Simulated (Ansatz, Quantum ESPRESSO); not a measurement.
# honeycomb SnTe, 1 layer in an electric field, part 2 of 6

How does honeycomb SnTe, 1 layer respond to a gate-like field without added charge?

Quantum ESPRESSO 7.5; plane-wave DFT, PBE, PseudoDojo norm-conserving pseudopotentials; geometry and cross-check by Ansatz 0.2.0 with PAW datasets.

So far: The starting structure; Geometry from Ansatz.

**3. Self-consistent run: no field**

The zero-field run is the reference. tefield and dipfield are on already, so that all runs share k-points and boundary.

Level of this step: plane-wave DFT, PBE, PseudoDojo norm-conserving pseudopotentials (Quantum ESPRESSO 7.5).

f0.in

```
&control
  prefix = 'f0'
  outdir = './out'
  pseudo_dir = './pseudo'
  calculation = 'scf'
  tprnfor = .true.
  tefield = .true.
  dipfield = .true.
/
&system
  ibrav = 0
  nat = 2
  ntyp = 2
  ecutwfc = 68
  ecutrho = 272
  occupations = 'smearing'
  smearing = 'fd'
  degauss = 0.004
  edir = 3
  emaxpos = 0.97
  eopreg = 0.04
  eamp = 0.0
/
&electrons
  conv_thr = 1e-09
  mixing_beta = 0.4
  electron_maxstep = 120
  mixing_mode = 'plain'
/
ATOMIC_SPECIES
  Te  127.6000  Te.dojo-sr-pbe-0.4.1-standard.upf
  Sn  118.7100  Sn.dojo-sr-pbe-0.4.1-standard.upf
CELL_PARAMETERS angstrom
  4.18419574705358 0.00000000000000 0.00000000000000
  -2.09209787352679 3.62361981135521 -0.00000000000000
  0.00000000000000 0.00000000000000 18.69000000000000
ATOMIC_POSITIONS crystal
  Te  0.666666666667 0.333333333333 0.454969785345
  Sn  0.333333333333 0.666666666667 0.545030214655
K_POINTS automatic
  6 6 1 0 0 0
```

Run with:

```console
$ OMP_NUM_THREADS=1 mpirun -n 4 pw.x -nk 2 -in f0.in > f0.out
```

What it wrote:

```text
Program PWSCF v.7.5 starts
[citation notice left out]

     Parallel version (MPI & OpenMP), running on       4 processor cores
     Number of MPI processes:                 4
     Threads/MPI process:                     1

     MPI processes distributed on     1 nodes
[...]
Current dimensions of program PWSCF are:
     Max number of different atomic species (ntypx) = 10
     Max number of k-points (npk) =  40000
     Max angular momentum in pseudopotentials (lmaxx) =  4
     Presently no symmetry can be used with electric field

     K-points division:     npool     =       2
     R & G space division:  proc/nbgrp/npool/nimage =       2
     Subspace diagonalization in iterative solution of the eigenvalue problem:
     a serial algorithm will be used

     Parallelization info
     --------------------
     sticks:   dense  smooth     PW     G-vecs:    dense   smooth      PW
     Min         579     579    178                72437    72437   11906
     Max         580     580    183                72462    72462   11907
     Sum        1159    1159    361               144899   144899   23813

     Using Slab Decomposition

     bravais-lattice index     =            0
     lattice parameter (alat)  =       7.9070  a.u.
     unit-cell volume          =    1912.3198 (a.u.)^3
     number of atoms/cell      =            2
     number of atomic types    =            2
     number of electrons       =        30.00
     number of Kohn-Sham states=           19
     kinetic-energy cutoff     =      68.0000  Ry
     charge density cutoff     =     272.0000  Ry
     scf convergence threshold =      1.0E-09
     mixing beta               =       0.4000
     number of iterations used =            8  plain     mixing
     Exchange-correlation= PBE
                           (   1   4   3   4   0   0   0)

     celldm(1)=   7.906984  celldm(2)=   0.000000  celldm(3)=   0.000000
     celldm(4)=   0.000000  celldm(5)=   0.000000  celldm(6)=   0.000000

     crystal axes: (cart. coord. in units of alat)
               a(1) = (   1.000000   0.000000   0.000000 )
               a(2) = (  -0.500000   0.866025  -0.000000 )
               a(3) = (   0.000000   0.000000   4.466808 )

     reciprocal axes: (cart. coord. in units 2 pi/alat)
               b(1) = (  1.000000  0.577350 -0.000000 )
               b(2) = (  0.000000  1.154701  0.000000 )
               b(3) = ( -0.000000  0.000000  0.223874 )

     PseudoPot. # 1 for Te read from file:
     ./pseudo/Te.dojo-sr-pbe-0.4.1-standard.upf
     Pseudo is Norm-conserving + core correction, Zval = 16.0
     Generated using ONCVPSP code by D. R. Hamann
     Using radial grid of 1294 points,  6 beta functions with:
                l(1) =   0
                l(2) =   0
                l(3) =   1
                l(4) =   1
                l(5) =   2
                l(6) =   2

     PseudoPot. # 2 for Sn read from file:
     ./pseudo/Sn.dojo-sr-pbe-0.4.1-standard.upf
     Pseudo is Norm-conserving + core correction, Zval = 14.0
     Generated using ONCVPSP code by D. R. Hamann
     Using radial grid of 1628 points,  6 beta functions with:
                l(1) =   0
                l(2) =   0
                l(3) =   1
                l(4) =   1
                l(5) =   2
                l(6) =   2

     atomic species   valence    mass     pseudopotential
     Te               16.00   127.60000     Te( 1.00)
     Sn               14.00   118.71000     Sn( 1.00)

     No symmetry found

   Cartesian axes

     site n.     atom                  positions (alat units)
         1        Te     tau(   1) = (   0.5000000   0.2886751   2.0322628  )
         2        Sn     tau(   2) = (  -0.0000000   0.5773503   2.4345454  )

     number of k points=    20  Fermi-Dirac smearing, width (Ry)=  0.0040
                       cart. coord. in units 2pi/alat
        k(    1) = (   0.0000000   0.0000000   0.0000000), wk =   0.0555556
        k(    2) = (   0.0000000   0.1924501   0.0000000), wk =   0.1111111
        k(    3) = (   0.0000000   0.3849002   0.0000000), wk =   0.1111111
        k(    4) = (   0.0000000  -0.5773503   0.0000000), wk =   0.0555556
        k(    5) = (   0.1666667   0.0962250   0.0000000), wk =   0.1111111
        k(    6) = (   0.1666667   0.2886751   0.0000000), wk =   0.1111111
        k(    7) = (   0.1666667   0.4811252   0.0000000), wk =   0.1111111
        k(    8) = (   0.1666667  -0.4811252   0.0000000), wk =   0.1111111
        k(    9) = (   0.1666667  -0.2886751   0.0000000), wk =   0.1111111
        k(   10) = (   0.1666667  -0.0962250   0.0000000), wk =   0.1111111
[...]
k(   20) = (  -0.5000000  -0.8660254   0.0000000), wk =   0.0555556

     Dense  grid:   144899 G-vectors     FFT dimensions: (  45,  45, 192)

     Estimated max dynamical RAM per process >      92.75 MB

     Estimated total dynamical RAM >     335.63 MB

     Initial potential from superposition of free atoms

     starting charge      29.9983, renormalised to      30.0000

     negative rho (up, down):  7.132E-05 0.000E+00

     Adding external electric field

     Computed dipole along edir(3) :
        Dipole                0.0023 Ry au,          0.0059 Debye
        Dipole field          0.0000 Ry au,

        Potential amp.       -0.0010 Ry
        Total length         33.9062 bohr

     Starting wfcs are   18 randomized atomic wfcs +    1 random wfcs

     total cpu time spent up to now is        1.1 secs

     per-process dynamical memory:    65.6 Mb

     Self-consistent Calculation

     iteration #  1     ecut=    68.00 Ry     beta= 0.40
     Davidson diagonalization with overlap
     ethr =  1.00E-02,  avg # of iterations =  5.1

     Threshold (ethr) on eigenvalues was too large:
     Diagonalizing with lowered threshold

     Davidson diagonalization with overlap
     ethr =  1.53E-04,  avg # of iterations =  4.0

     negative rho (up, down):  3.808E-05 0.000E+00

     Adding external electric field

     Computed dipole along edir(3) :
        Dipole                0.3119 Ry au,          0.7928 Debye
        Dipole field          0.0020 Ry au,

        Potential amp.       -0.1390 Ry
        Total length         33.9062 bohr

     total cpu time spent up to now is        6.3 secs

     total energy              =    -367.34293988 Ry
     estimated scf accuracy    <       0.04413098 Ry

     iteration #  2     ecut=    68.00 Ry     beta= 0.40
[...]
negative rho (up, down):  3.072E-05 0.000E+00

[...]
Dipole                0.0472 Ry au,          0.1201 Debye
[...]
total energy              =    -367.33965548 Ry
     estimated scf accuracy    <       0.12477390 Ry

     iteration #  3     ecut=    68.00 Ry     beta= 0.40
[...]
negative rho (up, down):  8.540E-06 0.000E+00

[...]
Dipole                0.0819 Ry au,          0.2083 Debye
[...]
total energy              =    -367.35465191 Ry
     estimated scf accuracy    <       0.00542035 Ry

     iteration #  4     ecut=    68.00 Ry     beta= 0.40
[...]
negative rho (up, down):  1.412E-06 0.000E+00

[...]
Dipole                0.0880 Ry au,          0.2236 Debye
[...]
total energy              =    -367.35512175 Ry
     estimated scf accuracy    <       0.00029716 Ry

     iteration #  5     ecut=    68.00 Ry     beta= 0.40
[...]
negative rho (up, down):  1.895E-07 0.000E+00

[...]
Dipole                0.0892 Ry au,          0.2268 Debye
[...]
total energy              =    -367.35515116 Ry
     estimated scf accuracy    <       0.00002733 Ry

     iteration #  6     ecut=    68.00 Ry     beta= 0.40
[...]
Dipole                0.0896 Ry au,          0.2279 Debye
[...]
total energy              =    -367.35515357 Ry
     estimated scf accuracy    <       0.00000294 Ry

     iteration #  7     ecut=    68.00 Ry     beta= 0.40
[...]
Dipole                0.0897 Ry au,          0.2280 Debye
[...]
total energy              =    -367.35515401 Ry
     estimated scf accuracy    <       0.00000013 Ry

     iteration #  8     ecut=    68.00 Ry     beta= 0.40
[...]
Dipole                0.0897 Ry au,          0.2279 Debye
[...]
total energy              =    -367.35515404 Ry
     estimated scf accuracy    <       0.00000004 Ry

     iteration #  9     ecut=    68.00 Ry     beta= 0.40
[...]
Dipole                0.0896 Ry au,          0.2278 Debye
[...]
total energy              =    -367.35515405 Ry
     estimated scf accuracy    <          2.8E-09 Ry

     iteration # 10     ecut=    68.00 Ry     beta= 0.40
[...]
Dipole                0.0896 Ry au,          0.2279 Debye
[...]
total energy              =    -367.35515405 Ry
     estimated scf accuracy    <          1.6E-09 Ry

     iteration # 11     ecut=    68.00 Ry     beta= 0.40
[...]
Dipole                0.0896 Ry au,          0.2278 Debye
[...]
End of self-consistent calculation

          k = 0.0000 0.0000 0.0000 ( 18171 PWs)   bands (ev):

   -38.0278 -38.0278 -38.0053 -38.0053 -37.9966 -22.8414 -22.8414 -22.7861
   -22.7861 -22.7724 -13.2896  -7.6692  -2.4284  -2.1824  -2.1824  -0.0842
     1.5344   1.5344   2.5355

          k = 0.0000 0.1925 0.0000 ( 18146 PWs)   bands (ev):

   -38.0278 -38.0272 -38.0055 -38.0054 -37.9963 -22.8428 -22.8371 -22.7892
   -22.7867 -22.7700 -13.0688  -7.6539  -3.5892  -2.5629  -2.3009   0.2462
     1.5115   1.8259   2.8879

          k = 0.0000 0.3849 0.0000 ( 18102 PWs)   bands (ev):

   -38.0278 -38.0261 -38.0058 -38.0054 -37.9957 -22.8461 -22.8284 -22.7951
   -22.7879 -22.7648 -12.5192  -7.9537  -4.6228  -3.1365  -2.5701  -0.2826
     1.4276   1.9698   3.5578

          k = 0.0000-0.5774 0.0000 ( 18104 PWs)   bands (ev):

   -38.0277 -38.0256 -38.0060 -38.0055 -37.9954 -22.8480 -22.8242 -22.7979
   -22.7884 -22.7622 -12.1478  -8.3766  -4.5815  -3.3698  -3.1041  -0.0683
     0.9070   1.9235   3.4490

          k = 0.1667 0.0962 0.0000 ( 18146 PWs)   bands (ev):

   -38.0278 -38.0272 -38.0055 -38.0054 -37.9963 -22.8428 -22.8371 -22.7892
   -22.7867 -22.7700 -13.0688  -7.6539  -3.5892  -2.5629  -2.3009   0.2462
     1.5115   1.8259   2.8879

          k = 0.1667 0.2887 0.0000 ( 18145 PWs)   bands (ev):

   -38.0276 -38.0265 -38.0057 -38.0055 -37.9959 -22.8438 -22.8320 -22.7931
   -22.7881 -22.7662 -12.6772  -7.7942  -4.3060  -3.5588  -2.3180   0.3782
     1.3139   1.9486   3.4261

[...]
the Fermi energy is    -1.2506 ev

!    total energy              =    -367.35515405 Ry
     estimated scf accuracy    <          5.0E-11 Ry
     smearing contrib. (-TS)   =      -0.00000000 Ry
     internal energy E=F+TS    =    -367.35515405 Ry

     The total energy is F=E-TS. E is the sum of the following terms:
     one-electron contribution =    -984.58223046 Ry
     hartree contribution      =     495.23287469 Ry
     xc contribution           =     -93.24923034 Ry
     ewald contribution        =     215.24337927 Ry
     electric field correction =       0.00005279 Ry

     convergence has been achieved in  11 iterations

     Forces acting on atoms (cartesian axes, Ry/au):

     atom    1 type  1   force =    -0.00000002   -0.00000009   -0.00114372
     atom    2 type  2   force =     0.00000002    0.00000009    0.00114372

     Total force =     0.001617     Total SCF correction =     0.000058

[...]
=------------------------------------------------------------------------------=
   JOB DONE.
=------------------------------------------------------------------------------=
[key lines of the parts left out:]
Dipole field          0.0006 Ry au,
```

It took 32 s on 4 MPI ranks of Arm Neoverse V2, shared host; peak memory 0.51 GiB; 2.2 min of CPU time.

Read from the output:

- free energy: -4998.1215 eV
- Fermi energy: -1.251 eV
- dipole along the normal: 0.04743 e·Å
- valence top, on the run's zero: -2.182 eV
- conduction bottom, on the run's zero: -0.2826 eV
- gap by band count: 1.900 eV

The run needed 11 iterations to bring the estimated error under 1e-09 Ry; the largest force on any atom, held or free, is 0.03 eV/Å.

**4. Potential by pp.x**

The vacuum level is read from the electrostatic potential (plot_num = 11), averaged over planes.

f0.pot.in

```
&inputpp
  prefix = 'f0'
  outdir = './out'
  filplot = 'f0.pot.dat'
  plot_num = 11
/
```

Run with:

```console
$ OMP_NUM_THREADS=1 mpirun -n 4 pp.x -in f0.pot.in > f0.pot.out
```

The job ended after 0.84 s (4 MPI ranks; peak memory 0.09 GiB).

Numbers from this step:

* slope of the potential above: 1.66e-4 eV/Å
* upper vacuum line continued to the top atoms, over the valence top: 5.004 eV
* slope of the potential below: -5.79e-5 eV/Å
* lower vacuum line continued to the bottom atoms, over the valence top: 5.571 eV
* vacuum level at the upper face over the valence top of the mesh: 5.005 eV
* vacuum level at the lower face over the valence top of the mesh: 5.571 eV

The vacuum is flat to 0.2 meV/Å, so its level is well defined. Inside the slab the curve depends on the local part of the pseudopotentials; only the vacuum level has a meaning of its own.

[end of part 2 of 6]

[Logs are printed without paths, hosts, clocks, repeated set-up lines and the standing remarks that a program may print on its own settings, such as how far it seeks lower states.]

[Hosts, paths, dates, database ids (printed as entryN), source tags and the programs' standing remarks are cut or masked in the printed files.]

[Maps of the electrostatic potential energy from Ansatz leave out the sawtooth potential of an applied field or a dipole correction, so their vacuum need not be flat; planar profiles and work functions include it.]
